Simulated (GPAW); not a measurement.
# GaAs (F-43m): G0W0 with GPAW, start to end, part 2 of 2

Aim: the G0W0 gap of GaAs (F-43m) on PBE, step by step.

GPAW 26.7.0; PBE and many-body steps on it, plane waves. Known limits of the many-body steps: not at the basis limit; no spin-orbit coupling; coarse k mesh.

So far. Step 3 (Bands along the symmetry lines): The gap is 0.587 eV, as in the run before at this level. Step 4 (Empty states on the mesh, 4×4×4 mesh, 198 bands): On this mesh the gap is 0.587 eV.

## (5) Screening and self-energy, 4×4×4 mesh, 188 bands, screening to 150 eV

G0W0 replaces the xc potential by the self-energy, built once from these orbitals. Only a window of levels is corrected, while the sums run over the empty bands that the input names.

This step: G0W0 on PBE, plane waves, PAW.

run.py

```python
import json
import numpy as np
from gpaw.mpi import world
from gpaw.response.g0w0 import G0W0

gw = G0W0('full.gpw',
    filename='gw',
    kpts=[0],
    bands=(2, 6),
    ecut=150,
    nbands=188,
    integrate_gamma='WS',
    ppa=True)
gw.calculate()
res = {mode: {k: v for k, v in r.items() if k != 'sigma_eskwn'}
       for mode, r in gw.all_results.items()}

if world.rank == 0:
    with open('result.json', 'w') as f:
        json.dump(res, f, default=lambda x: x.tolist())
```

Run with:

```sh
$ mpirun -n 8 gpaw python run.py
```

Numbers of over 12 decimals in the logs are rounded to 6 here.

Log:

```text
Using integrator: PointIntegrator
FrequencyGridDescriptor(from 0.000+0.000j to 0.000+27.211j eV, 2 points)
Nonperiodic BCs:  [False False False]
Using integrator: PointIntegrator
FrequencyGridDescriptor(from 0.000+0.000j to 0.000+27.211j eV, 2 points)
Nonperiodic BCs:  [False False False]
  ___  _ _ _
 |   || | | |
 | | || | | |
 |__ ||_____|
 |___|

BZ k-points: Symmetries present (total): 24

  [... matrices ...]
64 k-points: 4 x 4 x 4 Monkhorst-Pack grid + [1/8,1/8,1/8]
8 k-points in the irreducible part of the Brillouin zone
       k-points in crystal coordinates                weights
   0:     0.00000000    0.00000000    0.00000000          1/64
   1:     0.25000000    0.25000000    0.00000000          6/64
   2:     0.25000000    0.25000000    0.25000000          8/64
   3:     0.50000000    0.25000000   -0.25000000          6/64
   4:     0.50000000    0.25000000    0.25000000         12/64
   5:     0.50000000    0.50000000    0.00000000          3/64
   6:     0.50000000    0.50000000    0.25000000         24/64
   7:     0.50000000    0.50000000    0.50000000          4/64

Distributing spins, k-points and bands (1 x 1 x 4) over 8 processes
Number of blocks: 1

Quasi particle states:
k-points (IBZ indices): [0]
Band range: (2, 6)
  [... matrices ...]
Computational parameters:
Plane wave cut-off: 150 eV
Number of bands: 188
Coulomb cutoff: None
Broadening: 0.1 eV

fxc modes: GW
Kernel: RPA
Using Godby-Needs plasmon-pole approximation:
  Fitting energy: i*E0, E0 = 1.000 Hartree
Summing all q:

Calculating screened Coulomb potential
No Coulomb truncation
FrequencyGridDescriptor(from 0.000+0.000j to 0.000+27.211j eV, 2 points)
Removing empty qpoint cache files...

Calculating chi0 body with:
    Ground state adapter containing:
    Number of spins: 1
    Number of kpoints: 64
    Number of irreducible kpoints: 8
    Number of completely occupied states: 4
    Number of partially occupied states: 4
    Occupied states memory: 0.48828125 M / cpu

    Linear response parametrization:
    q_c: [0.0, 0.0, 0.0]
    Number of frequency points: 2
    Planewave cutoff: 150.0
    Number of bands: 188
    Number of planewaves: 169
    Broadening (eta): 1e-06
    comm.size: 8
    kncomm.size: 8
    blockcomm.size: 1

    Memory estimate of potentially large arrays:
        chi0_wGG: 0.871613 M / cpu
Integrating chi0 body.

Symmetries of q_c:
    Direct symmetries (Uq -> q): 24
    Indirect symmetries (TUq -> q): 24
In total 48 allowed symmetries.

  [... matrices ...]
8 groups of equivalent kpoints. 87.5% reduction.

Integral kind: response function
Integrating chi0 head and wings.

Symmetries of q_c:
    Direct symmetries (Uq -> q): 24
    Indirect symmetries (TUq -> q): 24
In total 48 allowed symmetries.

  [... matrices ...]
8 groups of equivalent kpoints. 87.5% reduction.

Integral kind: response function wings

Calculating chi0 body with:
    Ground state adapter containing:
    Number of spins: 1
    Number of kpoints: 64
    Number of irreducible kpoints: 8
    Number of completely occupied states: 4
    Number of partially occupied states: 4
    Occupied states memory: 0.48828125 M / cpu

    Linear response parametrization:
[... the further q-points ...]

Results:
f:      Occupation numbers
eps:     KS-eigenvalues [eV]
vxc:     KS vxc [eV]
exx:     Exact exchange [eV]
sigma:   Self-energies [eV]
dsigma:  Self-energy derivatives
Z:       Renormalization factors
qp:      QP-energies [eV]

k-point 0 (0): (0.000, 0.000, 0.000)                GW
band       f     eps     vxc     exx   sigma  dsigma       Z      qp
                                                                   GW
   2   1.000   4.921 -14.823 -16.496   1.020  -0.273   0.786   4.408
   3   1.000   4.921 -14.823 -16.496   1.020  -0.273   0.786   4.408
   4   0.000   5.508 -15.968 -11.695  -3.429  -0.260   0.794   6.178
   5   0.000   8.695 -12.103  -7.721  -4.122  -0.265   0.790   8.901
```

The job ended after 21 s (8 MPI ranks of Arm Neoverse V1, shared host; peak memory 2 GiB).

This step gave:

```
G0W0 gap on the points computed              : 1.770 eV
least direct G0W0 gap on the computed points : 1.770 eV
Z at the valence top                         : 0.7856
Z at the conduction bottom                   : 0.7937
starting gap on the mesh                     : 0.5868 eV
k of the valence top                         : 0, 0, 0
k of the conduction bottom                   : 0, 0, 0
```

The gap on the mesh goes from 0.59 eV to 1.77 eV, a correction of +1.18 eV.

Limits: finite bands, cutoff and mesh; no spin-orbit coupling; coarse k mesh. v1 is the top filled band, c1 the lowest empty one. The levels before and after the correction (eV, zero at the valence-band top of each column):

```
           conduction bottom  valence top
Kohn-Sham               0.59         0.00
     G0W0               1.77         0.00
```

```
             level  energy (eV)
Kohn-Sham  Γ v2-v1        0.000
Kohn-Sham     Γ c1        0.587
Kohn-Sham     Γ c2        3.774
     G0W0  Γ v2-v1        0.000
     G0W0     Γ c1        1.770
     G0W0     Γ c2        4.493
```

## (6) Where the time went

Times are wall times on 8 MPI ranks of Arm Neoverse V1, shared host, good to a factor of about two.

```
                          step   time  share  memory (GiB)
                  ground state  3.7 s   12 %          0.92
bands along the symmetry lines  3.5 s   11 %          0.92
      empty states on the mesh  3.9 s   12 %          0.93
     screening and self-energy   21 s   65 %             2
```

## (7) What came out

| Property | Result |
| --- | --- |
| PBE gap | 0.59 eV, direct |
| G0W0 gap on the mesh | 1.77 eV |
| GW settings | 4×4×4 mesh, 188 bands, screening to 150 eV, Godby-Needs plasmon pole |
| known limits | not at the basis limit; no spin-orbit coupling; coarse k mesh |

**Reading.** G0W0 moves the gap on the mesh from 0.59 eV to 1.77 eV (+1.18 eV), with Z of 0.79 and 0.79 at the edges. Only 1 of the mesh's irreducible points was corrected, so a valley elsewhere could overtake. The dearest step here is «screening and self-energy». Against experiment, by G0W0@PBE: the direct gap of 1.77 eV lies +0.26 eV from the measured 1.51 eV (exciton, 77 K, 2020); the direct gap of 1.77 eV lies +0.35 eV from the measured 1.42 eV (exciton, 300 K, 2014); the direct gap of 1.77 eV lies +0.35 eV from the measured 1.418 ± 0.005 eV (direct, 300 K, 2008); the direct gap of 1.77 eV lies +0.36 eV from the measured 1.412 ± 0.01 eV (direct, 300 K, 2008). An exciton line or allowed optical edge lies below the quasiparticle gap by the binding energy; a forbidden edge can push the onset above it. The calculation has static nuclei and no excitons; a measured gap holds zero-point and thermal motion, which mostly lowers it. Bands and cutoff are finite, so the gap is not at the basis limit. The miss can reach some tenths of an eV and take either sign; the mesh is an error of its own. These stock PAW sets were not made for GW; the filled d or f shell of As and Ga lies in the frozen core, which bears on start and correction. In the G0W0 run levels were corrected at 1 k point alone, so a gap called «on the mesh» is the least over those, and an edge elsewhere would be missed. The 4×4×4 mesh is coarse for this cell, which bears on the long-range parts of exchange and screening. The many-body steps are scalar-relativistic: spin-orbit coupling is not in them.

[Paths, hosts, dates, memory and timing lines, banners, echoed tables and standing remarks are left out of the program output.]

[Logs are printed without paths, hosts, clocks, repeated set-up lines and the standing remarks that a program may print on its own settings, such as how far it seeks lower states.]

[Runs of the session that timed out or met a known fault of the program may be left out.]

[Hosts, paths, dates, database ids (printed as entryN), source tags and the programs' standing remarks are cut or masked in the printed files.]
